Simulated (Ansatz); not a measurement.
# Relativity in V

```
V
1.0
     0.00000    1.89500    1.89500
     1.89500    0.00000    1.89500
     1.89500    1.89500    0.00000
V
1
Direct
  0.00000 0.00000 0.00000
```

The cell is COD entry 1534881, as deposited and not checked against the literature; nothing was relaxed.

One fixed cell is solved with PBE by full-potential LAPW in Ansatz 0.2.0 under different relativistic treatments. Pressure is positive in compression.

The runs use a Γ-centred 16×16×16 k mesh, Fermi–Dirac smearing of 0.05 eV, basis error target 1 meV/atom, spin-polarised from start moments V 1.5 μB (the moments died away, and the run ended non-magnetic).

```csv
setting,P (GPa),"lowest level at Γ above −25 eV, from the valence-band top or, without a gap, the Fermi level (eV)"
scalar-relativistic,3.90,-6.89
non-relativistic,?,?
with spin–orbit coupling,3.90,-6.89
```

Give the missing entry: row "non-relativistic", column "lowest level at Γ above −25 eV, from the valence-band top or, without a gap, the Fermi level (eV)".

-6.66.

What belongs in the row "non-relativistic", column "P (GPa)"?

4.77.
